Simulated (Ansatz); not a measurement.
**Density of states of MoS2**

```cif
data_structure
_symmetry_space_group_name_H-M 'P 1'
_symmetry_Int_Tables_number 1
_cell_length_a 6.3898
_cell_length_b 6.3898
_cell_length_c 6.3898
_cell_angle_alpha 28.660
_cell_angle_beta 28.660
_cell_angle_gamma 28.660
_cell_volume 53.05
loop_
_atom_site_label
_atom_site_type_symbol
_atom_site_fract_x
_atom_site_fract_y
_atom_site_fract_z
_atom_site_occupancy
Mo1 Mo 0.00000 0.00000 0.00000 1
S1 S 0.74840 0.74840 0.74840 1
S2 S 0.58490 0.58490 0.58490 1
```

The runs use the primitive cell with vectors (1.582, 0.913, 6.123), (-1.582, 0.913, 6.123), (0.000, -1.826, 6.123) Å, to which the k mesh refers.

The cell comes from COD entry 9007661, which wasn't checked; take it as a given geometry.

Level of theory: DFT, LDA, all-electron LAPW, scalar-relativistic (Ansatz 0.2.0).

Settings: a Γ-centred 15×15×15 k mesh, Fermi–Dirac smearing of 0.05 eV, basis error target 1 meV/atom, no spin polarisation.

States per eV and cell, averaged over 0.4 eV, from -5.7 to 3.7 eV, with energies (bin centres) from the valence-band top; empty bins are left out. The partial columns, the largest 5 alone, are projections on Löwdin-orthogonalised atomic shells (those that the program's projection atoms carry: the occupied ones and, for some elements, an empty d or f shell; other empty shells have no column), summed over atoms of an element. Weights on diffuse s and p shells depend on that basis and aren't pure angular character.

```csv
E (eV),total,S 3p,Mo 4d,S 3s,Mo 5s,Mo 4p
-5.6,1.07,0.74,0.27,0.04,0.01,0.01
-5.2,1.68,1.05,0.47,0.09,0.03,0.01
-4.8,3.74,2.19,1.05,0.29,0.12,0.02
-4.4,2.55,1.49,0.92,0.08,0.02,0.01
-4.0,3.10,1.90,1.08,0.06,0.01,0.01
-3.6,1.85,1.06,0.72,0.02,0.01,0.01
-3.2,2.03,1.16,0.80,0.01,0.01,0.01
-2.8,2.38,1.62,0.64,0.06,0.01,0.01
-2.4,2.66,2.11,0.40,0.09,0.01,0.02
-2.0,1.79,1.40,0.31,0.04,0.00,0.01
-1.6,3.48,1.30,2.00,0.06,0.04,0.01
-1.2,1.44,0.51,0.87,0.02,0.01,0.00
-0.8,0.34,0.15,0.16,0.01,0.00,0.00
-0.4,0.17,0.07,0.09,0.01,0.00,0.00
0.0,0.04,0.01,0.02,0.00,0.00,0.00
0.8,0.33,0.06,0.25,0.00,0.01,0.00
1.2,2.76,0.72,1.88,0.04,0.03,0.00
1.6,3.66,1.15,2.25,0.08,0.05,0.00
2.0,3.82,1.40,2.13,0.08,0.05,0.00
2.4,2.56,1.04,1.25,0.08,0.01,0.00
2.8,2.12,0.84,1.02,0.08,0.01,0.00
3.2,1.14,0.51,0.50,0.04,0.00,0.00
3.6,2.16,1.02,0.94,0.07,0.00,0.00
```
